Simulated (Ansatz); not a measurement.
## GaN (rocksalt): gap against strain (epitaxial in the xy plane)

GaN in the rocksalt structure, relaxed with r2SCAN in the plane-wave code Ansatz, then strained (epitaxial in the xy plane; changes of length per length, axes as in the cell below) with the atoms relaxed again within the symmetry that is left. It is cubic, Fm-3m (No. 225); conventional cell a = 4.217 Å, 9.37 Å³ an atom. Ga has 6 N at 2.11 Å; N has 6 Ga at 2.11 Å. No spin polarisation. The prototype was imposed, so other structures may be more stable.

```xyz
2
Lattice="0.0000 2.1085 2.1085 2.1085 0.0000 2.1085 2.1085 2.1085 0.0000" Properties=species:S:1:pos:R:3 pbc="T T T"
Ga    0.0000    0.0000    0.0000
N     2.1085    2.1085    2.1085
```

Gaps are the least over each mesh (PBE 10×10×10, r2SCAN 10×10×10, HSE06 8×8×8 when unstrained) and the special points, which keep their unstrained names; stress is the change from the unstrained cell, compression positive.

```tsv
strain (%)	free normal strain (%)	gap, PBE (eV)	gap, r2SCAN (eV)	gap, HSE06 (eV)	edges, HSE06	in-plane stress, r2SCAN (GPa)	energy rise, r2SCAN (meV/atom)
-3.0	+3.25	0.547	1.083	1.844	Γ–K (0.52) → X	+13.81	22.6
-2.0	+2.09	0.578	1.110	1.863	Γ–K (0.50) → X	+8.59	9.5
-1.0	+1.02	0.605	1.134	1.879	Γ–K (0.49) → X	+3.98	2.3
0.0	0.00	0.633	1.159	1.898	Γ–K (0.47) → X	0.00	0.0
+1.0	-0.95	0.436	0.957	1.683	Γ–K (0.48) → X	-3.47	2.1
+2.0	-1.85	0.267	0.785	1.500	(0.008, 0.185, -0.177) → X	-6.44	7.9
+3.0	-2.71	0.126	0.641	1.347	(0.010, 0.188, -0.180) → X	-8.97	17.0
+4.0	-3.52	–	0.523	1.222	(0.012, 0.191, -0.180) → X	-11.13	28.9
+5.0	-4.29	–	0.431	1.125	(0.016, 0.195, -0.180) → X	-12.96	43.1
```

**Question.** Estimate the row for a strain of -4.0 %.

**Answer.**
```tsv
strain (%)	free normal strain (%)	gap, PBE (eV)	gap, r2SCAN (eV)	gap, HSE06 (eV)	edges, HSE06	in-plane stress, r2SCAN (GPa)	energy rise, r2SCAN (meV/atom)
-4.0	+4.48	0.517	1.057	1.828	Γ–K (0.53) → X	+19.78	42.2
```

Between zero and the nearest strains the slope of the HSE06 gap against strain is +0.019 eV per percent for negative and -0.215 for positive strain; it falls either way, as happens when edge states split or other valleys take over.

Where an edge lies off the special points, it is a point of the mesh or the k point where a search put PBE's edge or least direct gap, reused for the other functionals, whose own edges may lie a little apart.

Coordinates of k points refer to the reciprocal vectors of the primitive cell of the runs.

The meshes of the hybrids are coarse, so their gaps aren't converged to the digits shown.
